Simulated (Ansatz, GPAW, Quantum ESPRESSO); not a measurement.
# Simulated XPS, UPS and emission spectra of NaH, part 5 of 8

What would valence photoemission of NaH look like, and what sets its shape?

Ansatz 0.2.0, Quantum ESPRESSO 7.5 and GPAW 26.7.0; DFT, LDA, plane-wave PAW, default files, scalar-relativistic (the session's first sound run).

So far. Step 3 (With PBEsol): At this level the gap is 3.52 eV on the path. Step 4 (Quantum ESPRESSO: self-consistent run): At this level the gap is 3.37 eV on the k-mesh of the self-consistent run, which can miss the band edges.

## (7) Quantum ESPRESSO: bands

Level of this step: DFT, LDA, plane waves, ultrasoft GBRV pseudopotentials, scalar-relativistic (Quantum ESPRESSO).

The bands are solved at chosen points on the fixed potential.

bands.in reads:

```
&control
  calculation = 'bands'
  prefix = 'pes'
  outdir = './tmp'
  pseudo_dir = './pp'
  verbosity = 'high'
/
&system
  ibrav = 0
  nat = 2
  ntyp = 2
  ecutwfc = 40.0
  ecutrho = 200.0
  occupations = 'smearing'
  nbnd = 13
  smearing = 'fd'
  degauss = 0.00367
/
&electrons
  conv_thr = 1.2e-08
  mixing_beta = 0.5
  electron_maxstep = 120
  diago_full_acc = .true.
/
ATOMIC_SPECIES
Na 22.9898 na_lda_v1.5.uspp.F.UPF
H 1.0080 h_lda_v1.4.uspp.F.UPF
CELL_PARAMETERS angstrom
 0.000000000 2.440000000 2.440000000
 2.440000000 0.000000000 2.440000000
 2.440000000 2.440000000 0.000000000
ATOMIC_POSITIONS crystal
Na 0.000000000 0.000000000 0.000000000
H 0.500000000 0.500000000 0.500000000
K_POINTS crystal
92
 0.00000000 0.00000000 0.00000000 1
 0.03333333 0.00000000 0.03333333 1
 0.06666667 0.00000000 0.06666667 1
 0.10000000 0.00000000 0.10000000 1
 0.13333333 0.00000000 0.13333333 1
 0.16666667 0.00000000 0.16666667 1
 ! [... 84 more points ...]
 0.50000000 0.01666667 0.51666667 1
 0.50000000 0.00000000 0.50000000 1
```

On the command line:

```sh
OMP_NUM_THREADS=1 mpirun -n 4 pw.x -nk 4 -in bands.in > bands.out
```

What it wrote:

```text
[banner, memory and clock lines left out]
Program PWSCF v.7.5 starts

          URL

     Atomic positions and unit cell read from directory:
     ./tmp/pes.save/

     Message from routine setup:
     using ibrav=0 with symmetry is DISCOURAGED, use correct ibrav instead

     G-vector sticks info

     bravais-lattice index     =            0
     lattice parameter (alat)  =       6.5208  a.u.
     unit-cell volume          =     196.0632 (a.u.)^3
     number of atoms/cell      =            2
     number of atomic types    =            2
     number of electrons       =        10.00
     number of Kohn-Sham states=           13
     kinetic-energy cutoff     =      40.0000  Ry
     charge density cutoff     =     200.0000  Ry
     Exchange-correlation=  SLA  PZ   NOGX NOGC
                           (   1   1   0   0   0   0   0)

     celldm(1)=   6.520842  celldm(2)=   0.000000  celldm(3)=   0.000000
     celldm(4)=   0.000000  celldm(5)=   0.000000  celldm(6)=   0.000000

     crystal axes: (cart. coord. in units of alat)
               a(1) = (   0.000000   0.707107   0.707107 )
               a(2) = (   0.707107   0.000000   0.707107 )
               a(3) = (   0.707107   0.707107   0.000000 )

     reciprocal axes: (cart. coord. in units 2 pi/alat)
               b(1) = ( -0.707107  0.707107  0.707107 )
               b(2) = (  0.707107 -0.707107  0.707107 )
               b(3) = (  0.707107  0.707107 -0.707107 )

     PseudoPot. # 1 for Na read from file:
     ./pp/na_lda_v1.5.uspp.F.UPF
     Pseudo is Ultrasoft, Zval =  9.0
     Generated by new atomic code, or converted to UPF format
     Using radial grid of  819 points,  5 beta functions with:
                l(1) =   0
                l(2) =   0
                l(3) =   1
                l(4) =   1
                l(5) =   2
     Q(r) pseudized with  8 coefficients,  rinner =    1.250   1.250   1.250
                                                       1.250   1.250

     PseudoPot. # 2 for H  read from file:
     ./pp/h_lda_v1.4.uspp.F.UPF
     Pseudo is Ultrasoft, Zval =  1.0
     Generated by new atomic code, or converted to UPF format
     Using radial grid of  615 points,  2 beta functions with:
                l(1) =   0
                l(2) =   0
     Q(r) pseudized with  8 coefficients,  rinner =    0.700

     atomic species   valence    mass     pseudopotential
     Na                9.00    22.98980     Na( 1.00)
     H                 1.00     1.00800     H ( 1.00)

     48 Sym. Ops., with inversion, found

                                    s                        frac. trans.

      isym =  1     identity

 cryst.   s( 1) = (     1          0          0      )
                  (     0          1          0      )
                  (     0          0          1      )

 cart.    s( 1) = (  1.0000000 -0.0000000  0.0000000 )
                  ( -0.0000000  1.0000000  0.0000000 )
                  ( -0.0000000  0.0000000  1.0000000 )

      isym =  2     180 deg rotation - cart. axis [0,0,1]

 cryst.   s( 2) = (     0          1         -1      )
                  (     1          0         -1      )
                  (     0          0         -1      )

 cart.    s( 2) = ( -1.0000000  0.0000000  0.0000000 )
                  (  0.0000000 -1.0000000  0.0000000 )
                  (  0.0000000 -0.0000000  1.0000000 )

      isym =  3     180 deg rotation - cart. axis [0,1,0]

 cryst.   s( 3) = (     0         -1          1      )
                  (     0         -1          0      )
                  (     1         -1          0      )

 cart.    s( 3) = ( -1.0000000 -0.0000000 -0.0000000 )
                  (  0.0000000  1.0000000 -0.0000000 )
                  (  0.0000000  0.0000000 -1.0000000 )

      isym =  4     180 deg rotation - cart. axis [1,0,0]

 cryst.   s( 4) = (    -1          0          0      )
                  (    -1          0          1      )
                  (    -1          1          0      )

 cart.    s( 4) = (  1.0000000  0.0000000 -0.0000000 )
                  ( -0.0000000 -1.0000000 -0.0000000 )
                  ( -0.0000000 -0.0000000 -1.0000000 )

      isym =  5     180 deg rotation - cart. axis [1,1,0]

 cryst.   s( 5) = (    -1          0          1      )
[...]
cart.    s( 5) = ( -0.0000000  1.0000000 -0.0000000 )
[...]
isym =  6     180 deg rotation - cart. axis [1,-1,0]

 cryst.   s( 6) = (     0         -1          0      )
[...]
cart.    s( 6) = (  0.0000000 -1.0000000 -0.0000000 )
[...]
isym =  7      90 deg rotation - cart. axis [0,0,-1]

 cryst.   s( 7) = (     0          1          0      )
[...]
cart.    s( 7) = (  0.0000000  1.0000000  0.0000000 )
[...]
isym =  8      90 deg rotation - cart. axis [0,0,1]

 cryst.   s( 8) = (     1          0         -1      )
[...]
cart.    s( 8) = ( -0.0000000 -1.0000000  0.0000000 )
[...]
isym =  9     180 deg rotation - cart. axis [1,0,1]

 cryst.   s( 9) = (    -1          1          0      )
[...]
cart.    s( 9) = (  0.0000000  0.0000000  1.0000000 )
[...]
isym = 10     180 deg rotation - cart. axis [-1,0,1]

 cryst.   s(10) = (     0          0         -1      )
[...]
cart.    s(10) = ( -0.0000000  0.0000000 -1.0000000 )
[...]
isym = 11      90 deg rotation - cart. axis [0,1,0]

 cryst.   s(11) = (     0          0          1      )
[...]
cart.    s(11) = ( -0.0000000 -0.0000000  1.0000000 )
[...]
isym = 12      90 deg rotation - cart. axis [0,-1,0]

 cryst.   s(12) = (     1         -1          0      )
[...]
cart.    s(12) = (  0.0000000 -0.0000000 -1.0000000 )
[...]
isym = 13     180 deg rotation - cart. axis [0,1,1]

 cryst.   s(13) = (     1          0          0      )
[...]
cart.    s(13) = ( -1.0000000  0.0000000 -0.0000000 )
[...]
isym = 14     180 deg rotation - cart. axis [0,1,-1]

 cryst.   s(14) = (    -1          0          0      )
[...]
cart.    s(14) = ( -1.0000000 -0.0000000  0.0000000 )
[...]
isym = 15      90 deg rotation - cart. axis [-1,0,0]

 cryst.   s(15) = (     0         -1          1      )
[...]
cart.    s(15) = (  1.0000000 -0.0000000 -0.0000000 )
[...]
isym = 16      90 deg rotation - cart. axis [1,0,0]

 cryst.   s(16) = (     0          1         -1      )
[...]
Computing kpt #:     1  of    23 on this pool

     Computing kpt #:     2  of    23 on this pool

     Computing kpt #:     3  of    23 on this pool

     Computing kpt #:     4  of    23 on this pool

     Computing kpt #:     5  of    23 on this pool

     Computing kpt #:     6  of    23 on this pool

     Computing kpt #:     7  of    23 on this pool

     Computing kpt #:     8  of    23 on this pool

     Computing kpt #:     9  of    23 on this pool

     Computing kpt #:    10  of    23 on this pool

     Computing kpt #:    11  of    23 on this pool

     Computing kpt #:    12  of    23 on this pool

     Computing kpt #:    13  of    23 on this pool

     Computing kpt #:    14  of    23 on this pool

     Computing kpt #:    15  of    23 on this pool

     Computing kpt #:    16  of    23 on this pool

     Computing kpt #:    17  of    23 on this pool

     Computing kpt #:    18  of    23 on this pool

     Computing kpt #:    19  of    23 on this pool

     Computing kpt #:    20  of    23 on this pool

     Computing kpt #:    21  of    23 on this pool

     Computing kpt #:    22  of    23 on this pool

     Computing kpt #:    23  of    23 on this pool

     ethr =  1.20E-10,  avg # of iterations = 30.2

     End of band structure calculation

          k = 0.0000 0.0000 0.0000 (   869 PWs)   bands (ev):

   -49.3929 -21.8609 -21.8609 -21.8609  -3.3253  10.5059  15.3572  15.3572
    15.3572  16.3064  16.3064  16.3064  17.3465

          k = 0.0000 0.0471-0.0000 (   869 PWs)   bands (ev):

   -49.3928 -21.8619 -21.8612 -21.8612  -3.2998  10.4253  14.9878  14.9878
    15.0742  16.3698  16.7295  16.7295  17.6857

          k = 0.0000 0.0943-0.0000 (   869 PWs)   bands (ev):

   -49.3925 -21.8647 -21.8622 -21.8622  -3.2237  10.1954  14.4034  14.4034
    14.5017  16.5421  17.4749  17.4749  18.4267

          k =-0.0000 0.1414 0.0000 (   865 PWs)   bands (ev):

   -49.3921 -21.8693 -21.8638 -21.8638  -3.0979   9.8456  13.8305  13.8305
    13.8790  16.7566  18.3154  18.3154  18.5808

          k =-0.0000 0.1886 0.0000 (   853 PWs)   bands (ev):

   -49.3915 -21.8753 -21.8659 -21.8659  -2.9243   9.4093  13.2746  13.2979
    13.2979  16.7795  18.0653  19.2214  19.2214

          k = 0.0000 0.2357-0.0000 (   853 PWs)   bands (ev):

   -49.3907 -21.8824 -21.8684 -21.8684  -2.7052   8.9160  12.7095  12.8116
    12.8116  16.2751  18.1581  20.1851  20.1851

          k =-0.0000 0.2828 0.0000 (   849 PWs)   bands (ev):

   -49.3899 -21.8903 -21.8713 -21.8713  -2.4443   8.3886  12.1917  12.3733
    12.3733  15.5377  18.5732  21.2025  21.2025

          k =-0.0000 0.3300 0.0000 (   849 PWs)   bands (ev):

   -49.3891 -21.8985 -21.8744 -21.8744  -2.1457   7.8443  11.7249  11.9833
    11.9833  14.7862  19.0975  21.6810  22.2699

          k = 0.0000 0.3771-0.0000 (   833 PWs)   bands (ev):

   -49.3882 -21.9068 -21.8775 -21.8775  -1.8153   7.2963  11.3110  11.6411
    11.6411  14.0765  19.6802  22.0734  23.3822

          k = 0.0000 0.4243-0.0000 (   833 PWs)   bands (ev):

   -49.3873 -21.9147 -21.8806 -21.8806  -1.4607   6.7557  10.9512  11.3462
    11.3462  13.4314  20.3025  22.5102  24.5301

          k = 0.0000 0.4714-0.0000 (   837 PWs)   bands (ev):

   -49.3865 -21.9218 -21.8835 -21.8835  -1.0923   6.2338  10.6460  11.0980
    11.0980  12.8646  20.9505  22.9853  25.2689

          k =-0.0000 0.5185 0.0000 (   834 PWs)   bands (ev):

   -49.3858 -21.9281 -21.8861 -21.8861  -0.7246   5.7441  10.3959  10.8960
    10.8960  12.3869  21.6069  23.4879  25.6150

          k =-0.0000 0.5657 0.0000 (   822 PWs)   bands (ev):

   -49.3852 -21.9331 -21.8882 -21.8882  -0.3788   5.3061  10.2012  10.7395
    10.7395  12.0067  22.2430  23.9978  25.9633

          k =-0.0000 0.6128 0.0000 (   818 PWs)   bands (ev):

   -49.3848 -21.9369 -21.8898 -21.8898  -0.0849   4.9478  10.0619  10.6280
    10.6280  11.7305  22.8089  24.4753  26.2840

          k = 0.0000 0.6600-0.0000 (   822 PWs)   bands (ev):

   -49.3845 -21.9391 -21.8907 -21.8907   0.1181   4.7069   9.9784  10.5613
    10.5613  11.5630  23.2219  24.8438  26.5254

          k = 0.0000 0.7071 0.0000 (   846 PWs)   bands (ev):

   -49.3844 -21.9399 -21.8911 -21.8911   0.1915   4.6209   9.9505  10.5391
    10.5391  11.5069  23.3776  24.9891  26.6183

          k = 0.0118 0.7071 0.0118 (   828 PWs)   bands (ev):

[...]
k = 0.0236 0.7071 0.0236 (   828 PWs)   bands (ev):

[...]
k = 0.0354 0.7071 0.0354 (   828 PWs)   bands (ev):

[...]
k = 0.0471 0.7071 0.0471 (   828 PWs)   bands (ev):

[...]
k = 0.0589 0.7071 0.0589 (   828 PWs)   bands (ev):

[...]
k = 0.0707 0.7071 0.0707 (   824 PWs)   bands (ev):

[...]
k = 0.0825 0.7071 0.0825 (   824 PWs)   bands (ev):

[...]
k = 0.0943 0.7071 0.0943 (   828 PWs)   bands (ev):

[...]
k = 0.1061 0.7071 0.1061 (   828 PWs)   bands (ev):

[...]
k = 0.1179 0.7071 0.1179 (   834 PWs)   bands (ev):

[...]
k = 0.1296 0.7071 0.1296 (   842 PWs)   bands (ev):

[...]
k = 0.1414 0.7071 0.1414 (   842 PWs)   bands (ev):

[...]
k = 0.1532 0.7071 0.1532 (   834 PWs)   bands (ev):

[...]
k = 0.1650 0.7071 0.1650 (   834 PWs)   bands (ev):

[...]
k = 0.4596 0.4596-0.0000 (   826 PWs)   bands (ev):

[...]
k = 0.4243 0.4243-0.0000 (   840 PWs)   bands (ev):

[...]
k = 0.2121 0.2121-0.0000 (   841 PWs)   bands (ev):

[...]
k = 0.1061 0.1061-0.0000 (   863 PWs)   bands (ev):

[...]
k = 0.3536 0.7071 0.0000 (   848 PWs)   bands (ev):

[...]
k = 0.3300 0.7071 0.0000 (   848 PWs)   bands (ev):

[...]
k = 0.3064 0.7071 0.0000 (   840 PWs)   bands (ev):

[...]
k = 0.2828 0.7071 0.0000 (   844 PWs)   bands (ev):

[...]
k = 0.2593 0.7071 0.0000 (   832 PWs)   bands (ev):

[...]
k = 0.2357 0.7071-0.0000 (   832 PWs)   bands (ev):

[...]
k = 0.2121 0.7071-0.0000 (   836 PWs)   bands (ev):

[...]
k = 0.1886 0.7071-0.0000 (   834 PWs)   bands (ev):

[...]
k = 0.1650 0.7071 0.0000 (   830 PWs)   bands (ev):

   -49.3844 -21.9336 -21.8973 -21.8919   0.2720   4.9174   7.8757   9.0581
    13.2852  13.6392  21.7339  22.6551  24.3273

          k = 0.1414 0.7071 0.0000 (   830 PWs)   bands (ev):

   -49.3844 -21.9352 -21.8957 -21.8917   0.2533   4.8386   8.1687   9.2683
    12.8143  13.2572  22.1526  23.3328  24.3591

          k = 0.1179 0.7071-0.0000 (   824 PWs)   bands (ev):

   -49.3844 -21.9366 -21.8943 -21.8915   0.2360   4.7720   8.4741   9.4959
    12.3583  12.8835  22.5351  24.0116  24.4183

          k = 0.0943 0.7071-0.0000 (   824 PWs)   bands (ev):

   -49.3844 -21.9378 -21.8932 -21.8914   0.2208   4.7176   8.7911   9.7375
    11.9180  12.5220  22.8589  24.5155  24.6841

          k = 0.0707 0.7071-0.0000 (   824 PWs)   bands (ev):

   -49.3844 -21.9387 -21.8923 -21.8912   0.2083   4.6753   9.1180   9.9873
    11.4950  12.1787  23.1039  24.6529  25.3366

          k = 0.0471 0.7071-0.0000 (   834 PWs)   bands (ev):

   -49.3844 -21.9394 -21.8916 -21.8911   0.1991   4.6451   9.4502  10.2335
    11.0943  11.8658  23.2642  24.8095  25.9388

          k = 0.0236 0.7071-0.0000 (   834 PWs)   bands (ev):

   -49.3844 -21.9398 -21.8912 -21.8911   0.1934   4.6270   9.7681  10.4444
    10.7353  11.6149  23.3508  24.9386  26.4180

          k = 0.0000 0.7071 0.0000 (   846 PWs)   bands (ev):

   -49.3844 -21.9399 -21.8911 -21.8911   0.1915   4.6209   9.9505  10.5391
    10.5391  11.5069  23.3776  24.9891  26.6183

     XML data file, pseudopotentials, collected wavefunctions

                                        0.00s GPU  (     933 calls)
```

Run time: 3.6 s. Hardware: 4 MPI ranks of Intel Xeon Platinum 8488C (Sapphire Rapids), shared host; 13 s of CPU time.

Numbers from this step:

```yaml
gap_on_the_path: 3.362 eV
least_direct_gap_on_the_path: 4.263 eV
valence_top_on_path: 0.01 eV
```

The electronic bands at the labelled points (eV, zero at the valence-band maximum; v1 is the highest filled band, c1 the lowest empty one):

```tsv
point	v1	c1	c2
Γ	-3.69	10.14	14.99
0.53 of the way	-2.18	6.93	10.94
X	-0.17	4.25	9.58
0.47 of the way	-0.14	4.40	7.81
U	-0.11	4.94	5.92
jump to K	-0.11	4.94	5.92
0.53 of the way	-2.37	6.95	8.96
Γ	-3.69	10.14	14.99
0.47 of the way	-2.79	7.24	11.22
L	-0.89	3.37	10.41
0.47 of the way	-0.55	4.05	7.65
W	0.01	5.62	5.62
0.47 of the way	-0.07	4.64	7.23
X	-0.17	4.25	9.58
```

The electronic bands as a text plot (rows in eV, shown from -3.7 to 5.5 only):

```
    5.3 |         +       ++++                +          + +
    4.9 |                +                              +   +
    4.5 |          ++  ++                              +     +++
    4.1 |            ++                        +      +         +
    3.8 |                                       +   ++
    3.4 |                                        +++
    3.0 |
    2.6 |
    2.2 |
    1.8 |
    1.5 |
    1.1 |
    0.7 |
    0.3 |
   -0.1 |           *******                             *********
   -0.4 |          *       **                        ***
   -0.8 |                    *                   ****
   -1.2 |         *           *                **
   -1.6 |        *             *
   -2.0 |       *               *             *
   -2.4 |     **                             *
   -2.7 |                        *          *
   -3.1 |   **                    **      **
   -3.5 |***                        ******
         Γ           X  U|K            Γ         L        W     X
```

On this path the gap is indirect, 3.36 eV, with the valence top at W and the conduction bottom at L. The least direct gap is 4.26 eV.

(Part 5 of 8 ends here.)

[Logs are printed without paths, hosts, clocks, repeated set-up lines and the standing remarks that a program may print on its own settings, such as how far it seeks lower states.]

[Hosts, paths, dates, database ids (printed as entryN), source tags and the programs' standing remarks are cut or masked in the printed files.]

[Maps of the electrostatic potential energy from Ansatz leave out the sawtooth potential of an applied field or a dipole correction, so their vacuum need not be flat; work functions include it.]

[Peak lists hold at most the 14 tallest peaks of each spectrum; further lines can be left out.]
